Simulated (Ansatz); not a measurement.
The system is Zr.

```
CELL_PARAMETERS angstrom
3.23200 0.00000 0.00000
-1.61600 2.79899 0.00000
0.00000 0.00000 5.14700
ATOMIC_POSITIONS crystal
Zr 0.66667 0.33333 0.75000
Zr 0.33333 0.66667 0.25000
```

Program: Ansatz 0.2.0. Alike in all runs: potentials or basis Ansatz PAW; no spin polarisation; cell as given; k mesh 5 × 5 × 3; smearing fermi-dirac 0.05 eV; the mesh is coarse, so values aren't converged.

Task: Order these runs on this cell by their pressure, lowest first.
A. level B3LYP; cutoff (eV) 420
B. level HSEsol; cutoff (eV) 420; points for each segment of the path 4
C. level r2SCAN0; cutoff (eV) 500
D. level HF; cutoff (eV) 420

Result: B (-2.2 GPa), C (1.0 GPa), A (2.9 GPa), D (14.9 GPa).

Caveats: all runs use coarse meshes; the PAW data sets come from PBE, with cores solved anew for the run's functional, which leaves a small shift of forces and pressure; the thresholds are loose for stress.
